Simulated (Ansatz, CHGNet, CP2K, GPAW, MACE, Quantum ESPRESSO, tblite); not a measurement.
# Running P6_3/mmc (COD entry) MoS2, displaced supercell (54 atoms) with CP2K, part 3 of 3

Wanted: CP2K inputs and outputs for P6_3/mmc (COD entry) MoS2, displaced supercell (54 atoms), checked against a plane-wave reference.

Program: CP2K 2026.2; the method stands at each step. Banners, paths, timers and routine set-up lines are dropped from the logs unmarked, and long logs keep their key lines alone; longer cuts are marked.

So far. Step 6 (PBE+D3, DZVP-MOLOPT-SR, 600/50 Ry, diagonalisation): Against the first run (3.8 %), the force difference from the reference is 3.9 %, at 0.99 times the CPU time; the model has changed, so this is no error of the program alone. Step 7 (PBE, DZVP-MOLOPT-SR, 600/70 Ry, diagonalisation): Against the first run (3.8 %), the force difference from the reference is 3.8 %, at 1.3 times the CPU time: the change moves forces by 0.068 meV/Å r.m.s., so most of the difference comes from elsewhere.

The database entry behind the starting cell differs from later determinations by our own check (about 0.3 % long), so it need not match the best structure at ambient conditions.

**8. PBE, DZVP-MOLOPT-SR, 210/50 Ry, diagonalisation**

Method: Kohn-Sham DFT, PBE, GTH-PBE pseudopotentials, Gaussian and plane waves, DZVP-MOLOPT-SR-GTH, diagonalisation.

The input, input.inp:

```
&GLOBAL
  PROJECT cell
  RUN_TYPE ENERGY_FORCE
  PRINT_LEVEL LOW
&END GLOBAL
&FORCE_EVAL
  METHOD QS
  STRESS_TENSOR ANALYTICAL
  &DFT
    BASIS_SET_FILE_NAME BASIS_MOLOPT
    POTENTIAL_FILE_NAME GTH_POTENTIALS
    &MGRID
      CUTOFF 210
      REL_CUTOFF 50
    &END MGRID
    &QS
      EPS_DEFAULT 1.0E-12
    &END QS
    &SCF
      SCF_GUESS ATOMIC
      EPS_SCF 5.0E-06
      MAX_SCF 200
      ADDED_MOS 36
      &DIAGONALIZATION
        ALGORITHM STANDARD
      &END DIAGONALIZATION
      &SMEAR ON
        METHOD FERMI_DIRAC
        ELECTRONIC_TEMPERATURE [K] 580
      &END SMEAR
      &MIXING
        METHOD BROYDEN_MIXING
        ALPHA 0.15
        NBROYDEN 12
      &END MIXING
      &PRINT
        &RESTART OFF
        &END RESTART
      &END PRINT
    &END SCF
    &XC
      &XC_FUNCTIONAL PBE
      &END XC_FUNCTIONAL
    &END XC
    &PRINT
      &MULLIKEN ON
      &END MULLIKEN
      &HIRSHFELD ON
        SHAPE_FUNCTION DENSITY
      &END HIRSHFELD
      &MO ON
        EIGENVALUES T
        OCCUPATION_NUMBERS T
        MO_INDEX_RANGE 223 246
        &EACH
          QS_SCF 0
        &END EACH
        ADD_LAST NUMERIC
      &END MO
    &END PRINT
  &END DFT
  &SUBSYS
    &CELL
      A 9.50700 0.00000 0.00000
      B -4.75350 8.23330 0.00000
      C 0.00000 0.00000 12.32400
    &END CELL
    &COORD
[... 54 atom lines left out: the same atoms as in the first run ...]
    &END COORD
    &KIND Mo
      BASIS_SET DZVP-MOLOPT-SR-GTH-q14
      POTENTIAL GTH-PBE-q14
    &END KIND
    &KIND S
      BASIS_SET DZVP-MOLOPT-SR-GTH-q6
      POTENTIAL GTH-PBE-q6
    &END KIND
  &END SUBSYS
  &PRINT
    &FORCES ON
    &END FORCES
    &STRESS_TENSOR ON
    &END STRESS_TENSOR
  &END PRINT
&END FORCE_EVAL
```

Started as:

```
$ OMP_NUM_THREADS=2 cp2k.psmp -i input.inp > output.txt
```

Numbers of over 12 decimals in the logs are rounded to 6 here.

The program printed:

```text
CP2K| version string:                                       CP2K version 2026.2
 CP2K| Input file name                                                 input.inp
 GLOBAL| Basis set file name                                        BASIS_MOLOPT
 GLOBAL| Potential file name                                      GTH_POTENTIALS
 GLOBAL| Run type                                                   ENERGY_FORCE
 GLOBAL| Total number of message passing processes                             1
 GLOBAL| Number of threads for this process                                    2
[... lines left out ...]
                        Smear method:                                FERMI_DIRAC
[... lines left out ...]
 Number of electrons:                                                        468
[... lines left out ...]
  Step     Update method      Time    Convergence         Total energy    Change
[... lines left out ...]
  *** SCF run converged in    17 steps ***
[... lines left out ...]
  Fermi energy:                                                 0.343292
  Total energy:                                             -1597.436884
  Total energy (extrapolated to T->0):                      -1597.436874
[... lines left out ...]
 MO| E(Fermi):            0.343292 a.u.          9.341462 eV
[... lines left out ...]
     54       S      2       6.000          6.118                        -0.118
  Total Charge                                                            0.001
 !-----------------------------------------------------------------------------!
 ENERGY| Total FORCE_EVAL ( QS ) energy [hartree]          -1597.437237
 FORCES| Atomic forces [hartree/bohr]
 FORCES|   Atom     x               y               z               |f|
 FORCES|      1 -1.03590143E-02  2.27640020E-02  2.25316025E-03   2.51114654E-02
 FORCES|      2  4.47270361E-02  5.34611551E-03  6.35213864E-02   7.78720440E-02
 FORCES|      3 -2.77895057E-02  2.86737551E-02 -3.38504072E-02   5.23477882E-02
[...]
FORCES|     53 -5.39519366E-03  2.14735018E-02 -3.11228299E-03   2.23585711E-02
 FORCES|     54  1.97679612E-02  9.57657169E-03  7.01201061E-03   2.30575651E-02
 FORCES| Sum    -1.57259233E-04  1.22123918E-04 -1.65990092E-04
 FORCES| Total atomic force                                       2.59224668E-04
 STRESS| Analytical stress tensor [bar]
 STRESS|                        x                   y                   z
 STRESS|      x        4.29552348363E+04  -7.05653572497E+03   2.69210152830E+03
 STRESS|      y       -7.05653572497E+03   4.42762673498E+04  -1.46858371919E+04
 STRESS|      z        2.69210152830E+03  -1.46858371919E+04   5.16198830768E+04
 STRESS| 1/3 Trace                                             4.62837950876E+04
```

Elapsed: 4.5 min, on 2 threads of Arm Neoverse V1, shared host; peak memory 1.1 GiB; 8.6 min of CPU time.

Against the reference:

```yaml
r_m_s_force_component: 1.222 eV/Å
r_m_s_difference_of_force_components: 44.9 meV/Å
longest_difference_of_force_vectors: 172.7 meV/Å
force_difference_over_r_m_s_force: 3.781 %
slope_of_forces_against_the_reference_s: 1.029
correlation_of_force_components: 0.9997
spacing_of_highest_filled_and_lowest_empty_level: 0.8392 eV
gap_difference: 0.0038 eV
pressure: 4.628 GPa
pressure_difference: 0.0318 GPa
energy_less_the_same_level_run_s: 0.0272 meV/atom
r_m_s_force_difference_from_the_same_level_run: 3.597 meV/Å
```

This is a coarse setting, run to see what it loses.

Against the first run (3.8 %), the force difference from the reference is 3.8 %, at 0.86 times the CPU time: the change moves forces by 3.6 meV/Å r.m.s., so most of the difference comes from elsewhere.

**9. All runs compared**

Differences are against the plane-wave reference, forces as r.m.s. over components; share is that over the reference's r.m.s. force, slope the least-squares factor from reference forces to these. Total energies of different programs have different zeros and aren't compared.

```csv
run,"Δ force, r.m.s. (meV/Å)",share (%),slope,Δ pressure (GPa),Δ gap (eV),cores,CPU time,memory (GiB)
reference,-,-,-,-,-,4,42 s,1.1
"CP2K PBE, DZVP-MOLOPT-SR, 600/50 Ry, diagonalisation",45.0,3.79,1.029,0.0337,0.0038,2,10 min,3.4
"CP2K PBE, TZVP-MOLOPT (SR for Mo), 600/50 Ry, diagonalisation",44.5,3.75,1.021,0.498,0.0059,4,15 min,5.5
"CP2K r2SCAN, SCAN potentials, DZVP-UZH(SCAN), 600/50 Ry, diagonalisation",88.9,7.48,1.062,0.682,0.0494,4,23 min,5.1
"CP2K PBE, DZVP-UZH, 600/50 Ry, diagonalisation",124,10.4,1.041,2.01,0.004,4,7.2 min,5.1
"CP2K PBE+D3, DZVP-MOLOPT-SR, 600/50 Ry, diagonalisation",46.4,3.90,1.029,-2.55,0.0038,2,9.9 min,3.4
"CP2K PBE, DZVP-MOLOPT-SR, 600/70 Ry, diagonalisation",45.0,3.79,1.029,0.0336,0.0038,2,13 min,3.4
"CP2K PBE, DZVP-MOLOPT-SR, 210/50 Ry, diagonalisation (coarse)",44.9,3.78,1.029,0.0318,0.0038,2,8.6 min,1.1
```

Rows marked coarse were listed beforehand as settings not expected to be converged; some can still land near the reference.

CPU time is summed over cores on a shared host, where runs went side by side, so it is rough. Symmetry, cutoffs, thresholds, outputs and thread counts weren't matched or tuned between programs; memory under MPI is the largest rank's times the ranks.

Mean charges by element (e), by run and scheme:

```csv
run,scheme,Mo,S
reference,Löwdin,+0.26,-0.04
"CP2K PBE, DZVP-MOLOPT-SR, 600/50 Ry, diagonalisation",Mulliken,-0.82,+0.41
"CP2K PBE, DZVP-MOLOPT-SR, 600/50 Ry, diagonalisation",Hirshfeld,+0.23,-0.11
"CP2K PBE, TZVP-MOLOPT (SR for Mo), 600/50 Ry, diagonalisation",Mulliken,-0.15,+0.07
"CP2K PBE, TZVP-MOLOPT (SR for Mo), 600/50 Ry, diagonalisation",Hirshfeld,+0.23,-0.11
"CP2K r2SCAN, SCAN potentials, DZVP-UZH(SCAN), 600/50 Ry, diagonalisation",Mulliken,-0.01,0.00
"CP2K r2SCAN, SCAN potentials, DZVP-UZH(SCAN), 600/50 Ry, diagonalisation",Hirshfeld,+0.26,-0.13
"CP2K PBE, DZVP-UZH, 600/50 Ry, diagonalisation",Mulliken,-0.04,+0.02
"CP2K PBE, DZVP-UZH, 600/50 Ry, diagonalisation",Hirshfeld,+0.23,-0.11
"CP2K PBE+D3, DZVP-MOLOPT-SR, 600/50 Ry, diagonalisation",Mulliken,-0.82,+0.41
"CP2K PBE+D3, DZVP-MOLOPT-SR, 600/50 Ry, diagonalisation",Hirshfeld,+0.23,-0.11
"CP2K PBE, DZVP-MOLOPT-SR, 600/70 Ry, diagonalisation",Mulliken,-0.82,+0.41
"CP2K PBE, DZVP-MOLOPT-SR, 600/70 Ry, diagonalisation",Hirshfeld,+0.23,-0.11
```

The reference's Löwdin charges lack the electrons that the projection spills, 0.062 e an atom on average.

Within one program, basis, potentials and functional, energies share a zero. Each run against its twin at the usual cutoff or grid and solver:

```csv
run,twin,Δ energy (meV/atom),"Δ force, r.m.s. (meV/Å)",CPU time over the twin's
"CP2K PBE, DZVP-MOLOPT-SR, 600/70 Ry, diagonalisation","DZVP-MOLOPT-SR, 600/50 Ry, diagonalisation",-7.0e-4,0.068,1.3
"CP2K PBE, DZVP-MOLOPT-SR, 210/50 Ry, diagonalisation","DZVP-MOLOPT-SR, 600/50 Ry, diagonalisation",0.0272,3.60,0.86
```

Further runs of this program without a result: CP2K GFN1-xTB, diagonalisation (not converged).

**10. Outcome**

```json
{
 "nearest in forces": "a tie at 3.8 % of 4 runs: CP2K PBE, DZVP-MOLOPT-SR, 600/50 Ry, diagonalisation; CP2K PBE, TZVP-MOLOPT (SR for Mo), 600/50 Ry, diagonalisation; CP2K PBE, DZVP-MOLOPT-SR, 600/70 Ry, diagonalisation; others"
}
```

**Reading.** The PBE runs in local orbitals, coarse settings apart, differ by 3.8 % (CP2K PBE, TZVP-MOLOPT (SR for Mo), 600/50 Ry, diagonalisation) to 10 % (CP2K PBE, DZVP-UZH, 600/50 Ry, diagonalisation); basis, grid and potentials can all enter. Rows with another functional or a dispersion term differ by 3.9 % (CP2K PBE+D3, DZVP-MOLOPT-SR, 600/50 Ry, diagonalisation) to 7.5 % (CP2K r2SCAN, SCAN potentials, DZVP-UZH(SCAN), 600/50 Ry, diagonalisation), which mixes the change of model with differences of basis and potentials, some of them made for another functional. Runs with settings chosen to be coarse differ by 3.8 % (CP2K PBE, DZVP-MOLOPT-SR, 210/50 Ry, diagonalisation), their programs' other errors included. None of the electronic-structure runs in the table takes under half the reference's CPU time of 42 s; they take 10 to 33 times as much. PBE gaps agree with the reference's 0.835 eV within 0.006 eV. These are spacings on the run's k-points, which needn't hold the band edges. In pressure, CP2K PBE, DZVP-UZH, 600/50 Ry, diagonalisation misses by +2.0 GPa, at the same functional. Charges hang on scheme and program or settings: among these rows the mean for Mo runs from -0.82 to +0.26 e, even in sign. The reference's pressure of 4.6 GPa belongs to a cell and atoms that aren't relaxed at this level. The runs have no spin polarisation, so moments on Mo can't form, and no Hubbard term. The electronic-structure runs sample only Γ, in a cell whose shortest periodic width is 8 Å.

[Also dropped from logs without a mark: logging warnings of Python, and SIESTA's first energy breakdown and zero terms.]

[Logs are printed without paths, hosts, clocks, repeated set-up lines and the standing remarks that a program may print on its own settings, such as how far it seeks lower states.]

[Hosts, paths, dates, database ids (printed as entryN), source tags and the programs' standing remarks are cut or masked in the printed files.]
